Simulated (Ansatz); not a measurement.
# CsPbCl3 (Pm-3m): a soft mode frozen in, part 2 of 2

Wanted: the energy along a soft mode of CsPbCl3 (Pm-3m) and the structure at the end.

Ansatz 0.2.0; DFT PBEsol, scalar-relativistic, plane waves, PAW; PAW set soft_1.

So far, highest frequency on the path or at a solved wavevector (cm⁻¹): step 2 (the dispersion) 263. Also lowest frequency on the path (cm⁻¹): step 2 -47.9.

## 6. Relaxation from the frozen mode

Starting from the lowest point found, all atoms and the cell are let go, so that strain and other modes of the same symmetry can join in.

The input, input.yaml:

```yaml
crystal:
  lattice:
    - [5.6186639858, 5.6186639858, 0.0]
    - [5.6186639858, 0.0, 5.6186639858]
    - [5.6186639858, 0.0, -5.6186639858]
  atoms:
    - { symbol: Cs, position: [0.0, 0.0, 0.0] }
    - { symbol: Cs, position: [0.0, 0.5, 0.5] }
    - { symbol: Pb, position: [0.5, 0.25, 0.75] }
    - { symbol: Pb, position: [0.5, 0.75, 0.25] }
    - { symbol: Cl, position: [0.5, 0.0533934759, 0.0533934759] }
    - { symbol: Cl, position: [0.5, 0.4466065241, 0.4466065241] }
    - { symbol: Cl, position: [0.5, -0.0533934759, 0.5533934759] }
    - { symbol: Cl, position: [0.5, 0.5533934759, -0.0533934759] }
    - { symbol: Cl, position: [0.0, 0.5, 0.0] }
    - { symbol: Cl, position: [0.0, 0.0, 0.5] }
kpoints:
  mp_grid: { grid: [6, 6, 6] }
hamiltonian:
  xc: pbesol
  pseudopotentials: { kind: paw, azcp: { folder: soft_1 }, xc_functional: pbe }
scf:
  occupations: { method: fixed }
output:
  forces: true
  stress: true
  eigenvalues: true
relax:
  adjacent_minimum: "off"
  f_tol: 0.002
  max_steps: 120
  cell: { stress_tol: 0.03 }
```

On the command line:

```sh
ansatz run input.yaml --threads 4 --pin off --max-ram 10240MiB --backend cpu --events-out ev --progress --plain --runs-dir out
```

Numbers of over 12 decimals in the logs are rounded to 6 here.

The log of the run:

```text
[...]
Crystal: 10 atoms, lattice volume = 354.756 Å³
Basis set: ecut = 420 eV, 6879 PW (Γ), exchange–correlation on 108×108×108 points (8 copies of the dense FFT grid, shifted against one another)
Bands: 54, of which v1, the nominal top of the filled ones, is band 44 counted from 1 (43 counted from 0)
Symmetry: 16 space group operations
[...]
k-points: 30 of 216
[...]
SCF iter   1: F=—  HF=-41068.497957 eV  |F-HF|=—  |Δ(HF+E_count)|=         —  Δρ=2.46e-2  dr2=5.05e0  ethr=3.10e-3  ⟨swp⟩=6.2  Hψ=6099  notcnv=0  defer=195
[...]
SCF iter   8: F=-41066.067480 eV  HF=-41066.067480 eV  |F-HF|=1.61e-8  |Δ(HF+E_count)|=   8.90e-8  Δρ=2.03e-6  dr2=2.13e-8  ethr=1.14e-10  ⟨swp⟩=20.0  Hψ=11847  notcnv=0
SCF 1 converged in 8 iterations: F = -41066.067480 eV  dr2 = 2.13e-8
[...]
relax step   1: F+E_penalty+E_count = -41066.06747967 eV  Δ(F+E_penalty+E_count) = +0.000e0 eV  max|allowed force component| = 1.748e-3 eV/Å  Δτ_max = 0.0000 Å  P = -0.491 GPa  Ω = 354.756 Å³  (8 SCF iters, dr2 threshold 1.00e-7 eV, accepted)
Crystal: 10 atoms, lattice volume = 349.423 Å³
Basis set: ecut = 420 eV, 6815 PW (Γ), exchange–correlation on 108×108×108 points (8 copies of the dense FFT grid, shifted against one another)
[...]
iter 1 solved again at ethr=2.29e-6 eV; its pass at ethr=3.10e-3 eV (dr2=2.02e-3 eV) is discarded
[...]
SCF iter   5: F=-41066.094716 eV  HF=-41066.094716 eV  |F-HF|=1.28e-7  |Δ(HF+E_count)|=   1.74e-6  Δρ=5.55e-6  dr2=1.09e-7  ethr=1.14e-9  ⟨swp⟩=16.8  Hψ=10944  notcnv=0
SCF 2 converged in 5 iterations: F = -41066.094716 eV  dr2 = 1.09e-7
relax step   2: F+E_penalty+E_count = -41066.09471644 eV  Δ(F+E_penalty+E_count) = -2.724e-2 eV  max|allowed force component| = 1.958e-2 eV/Å  Δτ_max = 0.0149 Å  P = -0.186 GPa  Ω = 349.423 Å³  energy of the carried Pulay correction = +2.523e-4 eV  (5 SCF iters, dr2 threshold 1.00e-6 eV, accepted)
Crystal: 10 atoms, lattice volume = 344.767 Å³
Basis set: ecut = 420 eV, 6695 PW (Γ), exchange–correlation on 108×108×108 points (8 copies of the dense FFT grid, shifted against one another)
[...]
SCF iter   6: F=-41066.107868 eV  HF=-41066.107868 eV  |F-HF|=1.26e-8  |Δ(HF+E_count)|=   6.72e-7  Δρ=4.56e-6  dr2=7.62e-8  ethr=3.66e-10  ⟨swp⟩=17.8  Hψ=11041  notcnv=0
SCF 3 converged in 6 iterations: F = -41066.107868 eV  dr2 = 7.62e-8
[...]
relax step   3: F+E_penalty+E_count = -41066.10786841 eV  Δ(F+E_penalty+E_count) = -1.315e-2 eV  max|allowed force component| = 2.681e-2 eV/Å  Δτ_max = 0.0537 Å  P = +0.036 GPa  Ω = 344.767 Å³  energy of the carried Pulay correction = +4.771e-4 eV  (6 SCF iters, dr2 threshold 3.22e-7 eV, accepted)
[...]
relax step   4: F+E_penalty+E_count = -41066.11024706 eV  Δ(F+E_penalty+E_count) = -2.379e-3 eV  max|allowed force component| = 2.354e-4 eV/Å  Δτ_max = 0.0480 Å  P = +0.022 GPa  Ω = 343.769 Å³  energy of the carried Pulay correction = +5.261e-4 eV  (6 SCF iters, dr2 threshold 4.49e-8 eV, accepted)
[...]
relax step   5: F+E_penalty+E_count = -41066.11025236 eV  Δ(F+E_penalty+E_count) = -5.300e-6 eV  max|allowed force component| = 2.105e-6 eV/Å  Δτ_max = 0.0002 Å  P = -0.003 GPa  Ω = 344.100 Å³  energy of the carried Pulay correction = +5.096e-4 eV  (5 SCF iters, dr2 threshold 2.52e-9 eV, accepted)
[...]
SCF iter   4: F=-41066.109794 eV  HF=-41066.109794 eV  |F-HF|=1.46e-10  |Δ(HF+E_count)|=   5.31e-8  Δρ=1.04e-7  dr2=1.45e-11  ethr=1.00e-12  ⟨swp⟩=19.4  Hψ=13499  notcnv=0
SCF 6 converged in 4 iterations: F = -41066.109794 eV  dr2 = 1.45e-11
[...]
relax step   6: F+E_penalty+E_count = -41066.10979429 eV  Δ(F+E_penalty+E_count) = +4.581e-4 eV  max|allowed force component| = 2.205e-5 eV/Å  Δτ_max = 0.0000 Å  P = -0.004 GPa  Ω = 344.100 Å³  stress off target by 5.52e-3 GPa  SCF on the basis re-selected at this cell (its energy is not comparable with the rows above)  (4 SCF iters)
basis re-selected at this cell: Δ(F+E_penalty+E_count) = +4.581e-4 eV, ΔP = -0.001 GPa vs the last step (what re-selecting the basis moved, of the pressure what is left beyond the Pulay correction that the steps carried, after the strain that the cell walked since its last selection, with what the two solves' SCF thresholds leave and, on support functions, any second-order correction that the steps lacked; it is no m [...]
SCF converged after 4 iterations
Free energy (F): -41066.109794 eV
[...]
Internal energy: -41066.109794 eV  (E = F + TS)
E sigma→0 (E₀):  -41066.109794 eV
Fermi energy:    3.810943 eV
[...]
--- Forces (eV/Å), atoms counted from 1 ---
  atom   1  Cs     0.00000000     0.00000000     0.00000000
  atom   2  Cs    -0.00000000    -0.00000000     0.00000000
  atom   3  Pb     0.00000000    -0.00000000     0.00000000
  atom   4  Pb     0.00000000    -0.00000000    -0.00000000
  atom   5  Cl     0.00002205    -0.00000000     0.00000000
  atom   6  Cl    -0.00002205     0.00000000     0.00000000
  atom   7  Cl     0.00000000    -0.00000000    -0.00002205
  atom   8  Cl    -0.00000000     0.00000000     0.00002205
  atom   9  Cl     0.00000000     0.00000000    -0.00000000
  atom  10  Cl    -0.00000000    -0.00000000     0.00000000
  max |Σ_I F_I| component: 4.34e-19 eV/Å
--- Stress (GPa, compression-positive) ---
       -0.003320      -0.000000      -0.000000
       -0.000000      -0.005523       0.000000
       -0.000000       0.000000      -0.003320
  P = ⅓ Tr σ = -0.0041 GPa (-0.041 kbar)
--- Band table (eV; the first three rows and the last of 30) ---
  k-point 0: bands = [... 40 lower, 1.8423, 1.8704, 1.8704, 3.8109, 5.8968, 6.1701, 6.1701, 7.6849, ... 6 higher]
  k-point 1: bands = [... 40 lower, 1.8305, 1.8480, 1.9509, 3.4680, 6.2034, 6.3798, 6.4679, 7.8764, ... 6 higher]
  k-point 2: bands = [... 40 lower, 1.7712, 1.7943, 2.0480, 2.8021, 6.8980, 6.9512, 7.1442, 8.2292, ... 6 higher]
  k-point 29: bands = [... 40 lower, 1.7306, 1.8083, 2.4949, 3.0978, 6.5646, 6.5646, 6.8109, 8.7580, ... 6 higher]
--- Relaxed structure (5 steps of the walk, 5 accepted, 1 SCFs on fresh bases) ---
  F+E_penalty+E_count = -41066.10979429 eV   max|allowed force component| = 2.205e-5 eV/Å   (the final SCF, on the basis selected at the relaxed cell)
  cell:  # Å, volume = 344.0998 Å³
    - [5.497764, 5.692226, 0]
    - [5.497764, 0, 5.497764]
    - [5.497764, 0, -5.497764]
  atoms:
    - { symbol: Cs, position: [0, 0, -1.8524583214382906e-19] }
    - { symbol: Cs, position: [0, 0.500000, 0.500000] }
    - { symbol: Pb, position: [0.5, 0.25, 0.75] }
    - { symbol: Pb, position: [0.5, 0.75, 0.25] }
    - { symbol: Cl, position: [0.5, 0.063750, 0.063750] }
    - { symbol: Cl, position: [0.5, 0.436250, 0.436250] }
    - { symbol: Cl, position: [0.5, -0.063750, 0.563750] }
    - { symbol: Cl, position: [0.5, 0.563750, -0.063750] }
    - { symbol: Cl, position: [0, 0.500000, 0.0] }
    - { symbol: Cl, position: [0, 0.0, 0.500000] }
```

The job ended after 65 s (4 threads of Arm Neoverse V1, shared host; peak memory 1.1 GiB; 4.3 min of CPU time).

Relaxation path:

```tsv
step	energy less that of the first step (eV)	largest force component (eV/Å)	pressure (GPa)	volume (Å³)
1	0.0000	0.0017	-0.49	354.76
2	-0.0272	0.0196	-0.19	349.42
3	-0.0404	0.0268	0.04	344.77
4	-0.0428	0.0002	0.02	343.77
5	-0.0428	0.0000	0.00	344.10
6*	-0.0423	0.0000	0.00	344.10
```

Relaxation steps marked * repeat the geometry before them on a plane-wave basis chosen anew for their cell, so energy and pressure can jump there.

The run keeps the 16 symmetry operations that it works with, so distortions that break them were not tested.

```tsv
conventional cell, symmetrised	before	after	change
a (Å)	7.946	7.775	-2.2 %
b (Å)	7.946	7.775	-2.2 %
c (Å)	11.237	11.384	+1.3 %
volume (Å³/atom)	35.48	34.41	-3.0 %
```

The atoms that moved most (Å, as changes of fractional coordinates times the final cell):

```tsv
atom	dx	dy	dz	length
Cl6	-0.114	0.000	0.000	0.114
Cl8	0.000	0.000	0.114	0.114
Cl7	0.000	0.000	-0.114	0.114
Cl5	0.114	0.000	0.000	0.114
```

This step gave:

| Quantity | Value |
| --- | --- |
| pressure | -0.004054 GPa |
| gap on the k-mesh | 2.086 eV |
| volume per atom | 34.41 Å³ |

The distorted start has space group I4/mcm; the relaxation ends in I4/mcm.

## 7. The new phase in its own primitive cell

The relaxed structure is symmetrised, reduced to its primitive cell and relaxed tightly, as its phonons need.

input.yaml, the sections that differ from step 6:

```yaml
crystal:
  lattice:
    - [-3.887506347, 3.887506347, 5.6922261551]
    - [3.887506347, -3.887506347, 5.6922261551]
    - [3.887506347, 3.887506347, -5.6922261551]
  atoms:
    - { symbol: Cs, position: [0.75, 0.25, 0.5] }
    - { symbol: Cs, position: [0.25, 0.75, 0.5] }
    - { symbol: Pb, position: [0.0, 0.0, 0.0] }
    - { symbol: Pb, position: [0.5, 0.5, 0.0] }
    - { symbol: Cl, position: [0.6862499373, 0.1862499373, 0.8724998746] }
    - { symbol: Cl, position: [0.3137500627, 0.8137500627, 0.1275001254] }
    - { symbol: Cl, position: [0.1862499373, 0.3137500627, 0.5] }
    - { symbol: Cl, position: [0.8137500627, 0.6862499373, 0.5] }
    - { symbol: Cl, position: [0.75, 0.75, 0.0] }
    - { symbol: Cl, position: [0.25, 0.25, 0.0] }
relax:
  adjacent_minimum: "off"
  f_tol: 0.001
  max_steps: 60
  cell: { stress_tol: 0.01 }
# kpoints, hamiltonian, scf, output: as in step 6
```

The log of the run:

```text
[...]
Crystal: 10 atoms, lattice volume = 344.100 Å³
Basis set: ecut = 420 eV, 6695 PW (Γ), exchange–correlation on 108×108×108 points (8 copies of the dense FFT grid, shifted against one another)
Bands: 54, of which v1, the nominal top of the filled ones, is band 44 counted from 1 (43 counted from 0)
Symmetry: 16 space group operations
[...]
k-points: 30 of 216
[...]
- { symbol: Cs, position: [0.250000, 0.75, 0.5] }
    - { symbol: Pb, position: [0.0, 0.0, 0.0] }
    - { symbol: Pb, position: [0.5, 0.5, 0.0] }
    - { symbol: Cl, position: [0.6862499373, 0.186250, 0.872500] }
    - { symbol: Cl, position: [0.313750, 0.8137500627, 0.127500] }
    - { symbol: Cl, position: [0.1862499373, 0.3137500627, 0.5] }
    - { symbol: Cl, position: [0.813750, 0.686250, 0.5] }
    - { symbol: Cl, position: [0.750000, 0.750000, 0.0] }
    - { symbol: Cl, position: [0.25, 0.25, 0.0] }
[key lines of the parts left out:]
SCF converged after 6 iterations
Free energy (F): -41066.109794 eV
Fermi energy:    3.810943 eV
P = ⅓ Tr σ = -0.0041 GPa (-0.041 kbar)
```

Elapsed: 25 s, on 4 threads; peak memory 1 GiB.

Little changed from the start: no atom moved by 0.005 Å and no cell edge by 0.1 %.

Numbers from this step:

- direct gap on mesh: 2.086 eV

The largest force component left is 0.016 meV/Å and the pressure is -0.004 GPa, within the tolerances set. The cell now holds 34.41 Å³/atom.

## 8. What came out

```
unstable mode of the parent                                                      : q = (-0.5, -0.5, -0.5), 48i cm⁻¹
depth at the lowest point sampled                                                : 10.3 meV/atom
largest atomic shift at that point                                               : 0.6 Å
space group reached (within 0.01 Å)                                              : I4/mcm
energy gained over the parent (first relaxation, on the mesh of the frozen mode) : 14.5 meV/atom
volume per atom, phase reached                                                   : 34.4 Å³
gap on the k-mesh, phase reached                                                 : 2.09 eV
```

**Reading.** Along this mode the structure falls into I4/mcm, 14.5 meV/atom below the parent. At the parent's cell the well is 10.29 meV/atom deep on the steps tried, with its lowest point at a shift of 0.6 Å. That is the last step tried, so the steps alone don't bracket the bottom of the well. Relaxing atoms and cell changes the gain by +4.23 meV/atom against the lowest step (energies at zero smearing). The modes of the phase reached were not computed on this path. Of the 4 patterns followed to their end from this parent, this one reaches the lowest energy. Another end point lies within 1 meV/atom; how such a difference moves with mesh and cutoff was not tested. Each path keeps the symmetry of its pattern, so a lower phase may lie along a pattern not tried. Spin-orbit coupling is left out, which can matter for the heavy elements here. The PAW files were made for PBE and serve the other functionals too.

[Logs are printed without paths, hosts, clocks, repeated set-up lines and the standing remarks that a program may print on its own settings, such as how far it seeks lower states.]

[Hosts, paths, dates, database ids (printed as entryN), source tags and the programs' standing remarks are cut or masked in the printed files.]
